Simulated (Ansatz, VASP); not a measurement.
GaN in VASP and in Ansatz

Contents of INCAR:

```
SYSTEM = GaN
PREC = Accurate
ENCUT = 520
EDIFF = 1E-8
ISMEAR = -1
SIGMA = 0.02
LREAL = .FALSE.
LASPH = .TRUE.
NELM = 80
ALGO = Normal
ISIF = 2
LWAVE = .FALSE.
LCHARG = .FALSE.
GGA = PS
LEFG = .TRUE.
NBANDS = 16
```

File KPOINTS:

```
Automatic mesh
0
G
  13 13 13
  0 0 0
```

Contents of POSCAR:

```
GaN
1.0
    0.0000000000      2.0056957488      2.0056957488
    2.0056957488      0.0000000000      2.0056957488
    2.0056957488      2.0056957488      0.0000000000
Ga N
1 1
Direct
    0.5000000000      0.5000000000      0.5000000000
    0.0000000000      0.0000000000      0.0000000000
```

Input for Ansatz:

```yaml
crystal:
  lattice:
    - [0.0, 2.0056957488, 2.0056957488]
    - [2.0056957488, 0.0, 2.0056957488]
    - [2.0056957488, 2.0056957488, 0.0]
  atoms:
    - { symbol: Ga, position: [0.5, 0.5, 0.5] }
    - { symbol: "N", position: [0.0, 0.0, 0.0] }
kpoints:
  mp_grid: { grid: [13, 13, 13] }
scf:
  occupations: { method: fermi_dirac, width: 0.02 }
hamiltonian:
  xc: pbesol
  pseudopotentials: { kind: all_electron, datasets: crystal }
output:
  forces: true
  stress: true
  eigenvalues: true
  efg: { contact_densities: true }
```

Change from the starting cell: volume scaled by 1.02, crystal datasets.

Alike in both runs: task electric field gradients; functional PBEsol; k mesh 13 × 13 × 13; occupations fermi-dirac, width 0.02 eV; no spin polarisation.

|  | VASP | Ansatz |
| --- | --- | --- |
| version | VASP 6.6.1 | Ansatz 0.2.0 |
| potentials or method | VASP PAW PBE potentials, release 64 (Ga_d, N) | all-electron PAW with datasets made for the crystal, scalar-relativistic |
| plane-wave cutoff (eV) | 520 | see its input |

Ansatz gave:

| Item | Value |
| --- | --- |
| gap on the k mesh at the Fermi level (eV) | 1.69 |
| pressure (GPa) | 49.8 |
| Vzz of the field gradient on the site that differs most (V/Å²) | 0.0 |

Task: Which values does VASP return?

Result: gap on the k mesh at the Fermi level (eV): 1.67; pressure (GPa): 50.4; Vzz of the field gradient on the site that differs most (V/Å²): 0.0.

Ansatz ran all-electron here, so the differences hold the error of VASP's frozen core and of both bases.

Caveats: so large a pressure means that the cell lies far from this level's equilibrium, or that cutoff or potentials fall short (VASP); the potentials were made for another functional, which shifts forces and pressure (VASP); an odd mesh through Γ misses points on the zone boundary, where band edges often lie.
